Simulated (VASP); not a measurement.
# MgS (F-43m) in VASP: further runs

The runs below take MgS through single point, relaxation of cell and atoms, with LDA.

Everything below comes from runs of VASP 6.6.1. Logs are shortened: lines on timing, memory, paths and dates and some standing lists are left out, and cuts for length are marked.

## Step 1: The structure

The structure is cubic, space group F-43m (No. 216). The conventional cell has a = 5.594 Å, b = 5.594 Å, c = 5.594 Å, α = 90.00°, β = 90.00°, γ = 90.00°. Around Mg (site symmetry -43m) lie 4 S at 2.42 Å. S (site symmetry -43m) has 4 Mg at 2.42 Å as nearest neighbours.

The cell was built by a generator and needn't be a form met in nature.

## Step 2: Single point, LDA

File INCAR:

```
PREC = Accurate
ENCUT = 520
EDIFF = 1E-6
ISMEAR = 0
SIGMA = 0.02
LREAL = F
LASPH = T
NELM = 100
ALGO = Normal
ISIF = 2
LWAVE = F
LCHARG = F
NBANDS = 11
```

File KPOINTS:

```
Automatic mesh
0
Gamma
  8 8 8
```

File POSCAR:

```
MgS
1.0
    0.0000000000      2.7969475073      2.7969475073
    2.7969475073      0.0000000000      2.7969475073
    2.7969475073      2.7969475073      0.0000000000
Mg S
1 1
Direct
    0.0000000000      0.0000000000      0.0000000000
    0.2500000000      0.2500000000      0.2500000000
```

Potentials or basis: VASP PAW LDA potentials, release 64 (Mg, S).

Command:

```
$ cat potpaw_LDA.64/Mg/POTCAR potpaw_LDA.64/S/POTCAR > POTCAR
$ mpirun -np 1 vasp_std > vasp.out
```

OUTCAR:

```text
PREC = Accurate
   ENCUT = 520
   EDIFF = 1E-6
   ISMEAR = 0
   LREAL = F
   LASPH = T
   NELM = 100
   ISIF = 2

 ion  position               nearest neighbor table
   1  0.000  0.000  0.000-   2 2.42   2 2.42   2 2.42   2 2.42
   2  0.250  0.250  0.250-   1 2.42   1 2.42   1 2.42   1 2.42

  LATTYP: Found a face centered cubic cell.
 ALAT       =     5.5938950146

  Lattice vectors:

 A1 = (   0.0000000000,   2.7969475073,   2.7969475073)
 A2 = (   2.7969475073,   0.0000000000,   2.7969475073)
 A3 = (   2.7969475073,   2.7969475073,   0.0000000000)

Analysis of symmetry for initial positions (statically):
=====================================================================
 Subroutine PRICEL returns:
 Original cell was already a primitive cell.

 Routine SETGRP: Setting up the symmetry group for a
 face centered cubic supercell.

 Subroutine GETGRP returns: Found 24 space group operations
 (whereof 24 operations were pure point group operations)
 out of a pool of 48 trial point group operations.

The static configuration has the point symmetry T_d .

Analysis of symmetry for dynamics (positions and initial velocities):
=====================================================================
 Subroutine PRICEL returns:
 Original cell was already a primitive cell.

 Routine SETGRP: Setting up the symmetry group for a
 face centered cubic supercell.

 Subroutine GETGRP returns: Found 24 space group operations
 (whereof 24 operations were pure point group operations)
 out of a pool of 48 trial point group operations.

The dynamic configuration has the point symmetry T_d .

 Subroutine INISYM returns: Found 24 space group operations
 (whereof 24 operations are pure point group operations),
 and found     1 'primitive' translations

----------------------------------------------------------------------------------------

                                     Primitive cell

  volume of cell :      43.7606

  direct lattice vectors                    reciprocal lattice vectors
     0.000000000  2.796947507  2.796947507    -0.178766315  0.178766315  0.178766315
     2.796947507  0.000000000  2.796947507     0.178766315 -0.178766315  0.178766315
     2.796947507  2.796947507  0.000000000     0.178766315  0.178766315 -0.178766315

  length of vectors
     3.955481098  3.955481098  3.955481098     0.309632341  0.309632341  0.309632341

  position of ions in fractional coordinates (direct lattice)
     0.000000000  0.000000000  0.000000000
     0.250000000  0.250000000  0.250000000

  ion indices of the primitive-cell ions
   primitive index   ion index
                 1           1
                 2           2

----------------------------------------------------------------------------------------

 KPOINTS: Automatic mesh

Automatic generation of k-mesh.
 Grid dimensions read from file:
 generate k-points for:    8    8    8

 Generating k-lattice:

  Cartesian coordinates                     Fractional coordinates (reciprocal lattice)
    -0.022345789  0.022345789  0.022345789     0.125000000  0.000000000  0.000000000
     0.022345789 -0.022345789  0.022345789     0.000000000  0.125000000  0.000000000
     0.022345789  0.022345789 -0.022345789     0.000000000  0.000000000  0.125000000

  Length of vectors
     0.038704043  0.038704043  0.038704043

  Shift w.r.t. Gamma in fractional coordinates (k-lattice)
     0.000000000  0.000000000  0.000000000

 Subroutine IBZKPT returns following result:
 ===========================================

 Found     29 irreducible k-points:

 Following reciprocal coordinates:
            Coordinates               Weight
  0.000000  0.000000  0.000000      1.000000
  0.125000  0.000000  0.000000      8.000000
  0.250000  0.000000  0.000000      8.000000
  0.375000  0.000000  0.000000      8.000000
  0.500000  0.000000  0.000000      4.000000
  0.125000  0.125000  0.000000      6.000000
[... 16 lines left out ...]
  0.500000  0.250000  0.125000     48.000000
 -0.375000  0.250000  0.125000     24.000000
 [... further k-points ...]
   k-points           NKPTS =     29   k-points in BZ     NKDIM =     29   number of bands    NBANDS=     11
   number of dos      NEDOS =    301   number of ions     NIONS =      2
   total plane-waves  NPLWV =  27000
   dimension x,y,z NGX =    30 NGY =   30 NGZ =   30
   dimension x,y,z NGXF=    60 NGYF=   60 NGZF=   60
   ions per type =               1   1
   NGX,Y,Z   is equivalent  to a cutoff of  12.61, 12.61, 12.61 a.u.
   NGXF,Y,Z  is equivalent  to a cutoff of  25.22, 25.22, 25.22 a.u.
 SYSTEM =  unknown system
   PREC   = accura    normal or accurate (medium, high low for compatibility)
   ISTART =      0    job   : 0-new  1-cont  2-samecut
   ICHARG =      2    charge: 1-file 2-atom 10-const
   ISPIN  =      1    spin polarized calculation?
   LNONCOLLINEAR =      F non collinear calculations
   LSORBIT =      F    spin-orbit coupling
   LASPH  =      T    aspherical Exc in radial PAW
   ENCUT  =  520.0 eV  38.22 Ry    6.18 a.u.   7.35  7.35  7.35*2*pi/ulx,y,z
   NELM   =    100;   NELMIN=  2; NELMDL= -5     # of ELM steps
   EDIFF  = 0.1E-05   stopping-criterion for ELM
   LREAL  =      F    real-space projection
   EDIFFG = 0.1E-04   stopping-criterion for IOM
   NSW    =      0    number of steps for IOM
   IBRION =     -1    ionic relax: 0-MD 1-quasi-New 2-CG
   NFREE  =      0    steps in history (QN), initial steepest desc. (CG)
   ISIF   =      2    stress and relaxation
   ISYM   =      2    0-nonsym 1-usesym 2-fastsym
   POTIM  = 0.5000    time-step for ionic-motion
   TEBEG  =    0.0;   TEEND  =   0.0 temperature during run
   PSTRESS=    0.0 pullay stress
   NELECT =       8.0000    total number of electrons
   NUPDOWN=      -1.0000    fix difference up-down
   EMIN   =  10.00;   EMAX   =-10.00  energy-range for DOS
   EFERMI =   0.00;   METHOD = LEGACY
   ISMEAR =     0;   SIGMA  =   0.02  broadening in eV -4-tet -1-fermi 0-gaus
   EFERMI_NEDOS =   21; number of points for ismear=-14 and -15
   IALGO  =     38    algorithm
   IMIX   =      4    mixing-type and parameters
     AMIX     =   0.40;   BMIX     =  1.00
     AMIX_MAG =   1.60;   BMIX_MAG =  1.00
  volume/ion in A,a.u.               =      21.88       147.66
  Fermi-wavevector in a.u.,A,eV,Ry     =   0.929131  1.755804 11.745710  0.863285
  Thomas-Fermi vector in A             =   2.055382
   LORBIT       =      0    0 simple, 1 ext, 2 COOP (PROOUT), +10 PAW based schemes
   GGA     = CA    functional components
   LHFCALC =     F    Hartree Fock is set to
   AEXX    =    0.0000 exact exchange contribution
   IVDW    =     0    specifies the selected vdW correction
   LEPSILON=     F    determine dielectric tensor
   LRPA    =     F    only Hartree local field effects (RPA)
 non-spin polarized calculation
 Gauss-broadening in eV      SIGMA  =   0.02
  energy-cutoff  :      520.00
  volume of cell :       43.76
 maximum number of plane-waves:      1243
 NGX is ok and might be reduce to    30
   NGX = 15   NGY = 15   NGZ = 15

 number of electron       8.0000000 magnetization

 Free energy of the ion-electron system (eV)
  ---------------------------------------------------
  ext. energy  EPLUGINS =         0.00000000
  ---------------------------------------------------
  free energy    TOTEN  =        -9.39358262 eV

  energy without entropy =       -9.39358262  energy(sigma->0) =       -9.39358262

 E-fermi :   1.2786     XC(G=0):  -8.8998

 val. band max:        1.1267504068   @ k =   0.0000   0.0000   0.0000
 cond. band min:       4.5034790325   @ k =   0.0000   0.0000   0.0000
 fundamental gap:      3.3767286257
 Fermi energy:         1.2785593918

 k-point     1 :       0.0000    0.0000    0.0000
  band No.  band energies     occupation
      1     -10.2348      2.00000
      2       1.1268      2.00000
      3       1.1268      2.00000
      4       1.1268      2.00000
      5       4.5035      0.00000
      6       8.9861      0.00000
      7       8.9861      0.00000
      8       8.9861      0.00000
      9      11.9432      0.00000
     10      11.9432      0.00000
     11      14.7804      0.00000

 k-point     2 :       0.1250    0.0000    0.0000
  band No.  band energies     occupation
      1     -10.1388      2.00000
      2       0.3947      2.00000
      3       1.0701      2.00000
      4       1.0701      2.00000
      5       5.1927      0.00000
      6       8.7997      0.00000
      7       9.1701      0.00000
      8       9.1701      0.00000
      9      11.4507      0.00000
     10      11.4507      0.00000
     11      14.1340      0.00000

 k-point     3 :       0.2500    0.0000    0.0000
  band No.  band energies     occupation
      1      -9.8887      2.00000
      2      -0.8496      2.00000
      3       0.9427      2.00000
      4       0.9427      2.00000
      5       6.0334      0.00000
      6       8.8696      0.00000
      7       9.1962      0.00000
      8       9.1962      0.00000
      9      11.5051      0.00000
     10      11.5051      0.00000
     11      13.2700      0.00000

 k-point     4 :       0.3750    0.0000    0.0000
  band No.  band energies     occupation
      1      -9.6058      2.00000
      2      -1.8349      2.00000
      3       0.8266      2.00000
      4       0.8266      2.00000
      5       6.1692      0.00000
      6       8.8163      0.00000
      7       8.8163      0.00000
      8       9.4489      0.00000
      9      12.8540      0.00000
     10      12.8540      0.00000
     11      13.3106      0.00000
[... 239 lines left out ...]
 k-point    22 :       0.3750    0.2500    0.1250
  band No.  band energies     occupation
      1      -9.6944      2.00000
      2      -1.0631      2.00000
      3       0.2186      2.00000
      4       0.7241      2.00000
      5       6.7514      0.00000
      6       8.0045      0.00000
      7       8.5891      0.00000
      8      10.2903      0.00000
      9      10.8073      0.00000
     10      13.5428      0.00000
     11      15.5585      0.00000

 k-point    23 :       0.5000    0.2500    0.1250
  band No.  band energies     occupation
      1      -9.4586      2.00000
      2      -1.6009      2.00000
      3      -0.1542      2.00000
      4       0.5346      2.00000
      5       6.9751      0.00000
      6       7.8152      0.00000
      7       8.9692      0.00000
      8      10.1230      0.00000
      9      11.9779      0.00000
     10      14.6512      0.00000
     11      15.2665      0.00000

 k-point    24 :      -0.3750    0.2500    0.1250
  band No.  band energies     occupation
      1      -9.3529      2.00000
      2      -1.8354      2.00000
      3      -0.2641      2.00000
      4       0.4329      2.00000
      5       7.0339      0.00000
      6       7.5269      0.00000
      7       9.8701      0.00000
      8       9.9055      0.00000
      9      12.5180      0.00000
     10      13.9614      0.00000
     11      15.4398      0.00000

 [... further k-points ...]
[... 5 lines left out ...]
  --------------------------------------------------------------------------------------
  -------------------------------------------------------------------------------------
  Total       -0.0945746     -0.0945746     -0.0945746     -0.0000000      0.0000000     -0.0000000
  in kB       -3.4626001     -3.4626001     -3.4626001     -0.0000000      0.0000000     -0.0000000
  external PRESSURE =      -3.4626001 kB  Pullay stress =       0.0000000 kB

 VOLUME and BASIS-vectors are now :
 -----------------------------------------------------------------------------
  energy-cutoff  :      520.00
  volume of cell :       43.76
      direct lattice vectors                 reciprocal lattice vectors
     0.000000000  2.796947507  2.796947507    -0.178766315  0.178766315  0.178766315
     2.796947507  0.000000000  2.796947507     0.178766315 -0.178766315  0.178766315
     2.796947507  2.796947507  0.000000000     0.178766315  0.178766315 -0.178766315

 POSITION                                       TOTAL-FORCE (eV/Angst)
 -----------------------------------------------------------------------------------
      0.00000      0.00000      0.00000         0.000000      0.000000      0.000000
      1.39847      1.39847      1.39847        -0.000000     -0.000000     -0.000000
 -----------------------------------------------------------------------------------
    total drift:                                0.000000      0.000000      0.000000

  FREE ENERGIE OF THE ION-ELECTRON SYSTEM (eV)
  ---------------------------------------------------
  free  energy   TOTEN  =        -9.3935826183 eV

  energy  without entropy=       -9.3935826183  energy(sigma->0) =       -9.39358262
```

Run time: 10 s. Hardware: 1 thread of Intel Xeon Platinum 8488C (Sapphire Rapids), shared host; peak memory 0.15 GiB.

Results:

| Property | Result |
| --- | --- |
| Free energy | -9.3936 eV |
| Pressure | -0.3 GPa |
| Band gap on the k mesh | 3.38 eV, direct |

A k mesh can miss the band edges. Expect the measured gap to be larger: semilocal functionals such as LDA lack the derivative discontinuity.

## Step 3: Relaxation of cell and atoms, LDA

This run uses another cell than the first one, of 22.67 Å³/atom, 1.036 times its volume.

File INCAR:

```
SYSTEM = MgS
  ALGO = Normal
  EDIFF = 1E-7
  EDIFFG = -0.002
  ENCUT = 600
  GGA = CA
  IBRION = 2
  ISIF = 3
  ISMEAR = 0
  LASPH = .True.
  LCHARG = .False.
  LREAL = .False.
  LWAVE = .False.
  NELM = 100
  NSW = 100
  PREC = Accurate
  SIGMA = 0.02
```

File KPOINTS:

```
k-points
0
Gamma
  8 8 8
  0 0 0
```

File POSCAR:

```
MgS
1.0
    0.0000000000      2.8300000000      2.8300000000
    2.8300000000      0.0000000000      2.8300000000
    2.8300000000      2.8300000000      0.0000000000
Mg S
1 1
Direct
    0.0000000000      0.0000000000      0.0000000000
    0.2500000000      0.2500000000      0.2500000000
```

Potentials or basis: VASP PAW LDA potentials, release 64 (Mg, S).

Command:

```
$ cat potpaw_LDA.64/Mg/POTCAR potpaw_LDA.64/S/POTCAR > POTCAR
$ mpirun -np 1 vasp_std > vasp.out
```

Run time: 14 s. Hardware: 1 thread of Intel Xeon Platinum 8488C (Sapphire Rapids), shared host; peak memory 0.16 GiB.

Results (log left out):

```
Free energy                            : -9.3942 eV
Relaxed volume                         : 21.77 Å³/atom
Relaxed cell                           : a = 3.949 Å, b = 3.949 Å, c = 3.949 Å, α = 60.00°, β = 60.00°, γ = 60.00°
Space group after relaxing (to 0.05 Å) : F-43m (No. 216)
Energy gained by relaxing              : 6.7 meV/atom
Ionic steps                            : 3
Pressure after relaxing                : 0.0 GPa
Band gap on the k mesh                 : 3.40 eV, direct
```

Step by step:
```csv
step,energy change (eV),largest force (eV/Å),pressure (GPa),volume (Å³)
1,0.0000,0.0000,-2.33,45.33
2,-0.0129,0.0000,0.50,43.20
3,-0.0135,0.0000,0.00,43.54
```

Final structure:
```xyz
2
Lattice="0.0000 2.7922 2.7922 2.7922 0.0000 2.7922 2.7922 2.7922 0.0000" Properties=species:S:1:pos:R:3 pbc="T T T"
Mg    0.0000    0.0000    0.0000
S     1.3961    1.3961    1.3961
```

Levels at points of the mesh, in eV from the valence-band top:
```tsv
k point	band 1	band 2	band 3	band 4	band 5	band 6	band 7	band 8
(0.00, 0.00, 0.00)	-11.38	0.00	0.00	0.00	3.40	7.87	7.87	7.87
(0.50, 0.00, 0.00)	-10.61	-3.36	-0.35	-0.35	5.02	7.52	7.52	8.57
(0.50, 0.50, 0.00)	-10.36	-3.00	-1.11	-1.11	3.62	5.48	11.29	12.34
```

A k mesh can miss the band edges. Expect the measured gap to be larger: semilocal functionals such as LDA lack the derivative discontinuity.

(Continued in part 2 of 2.)
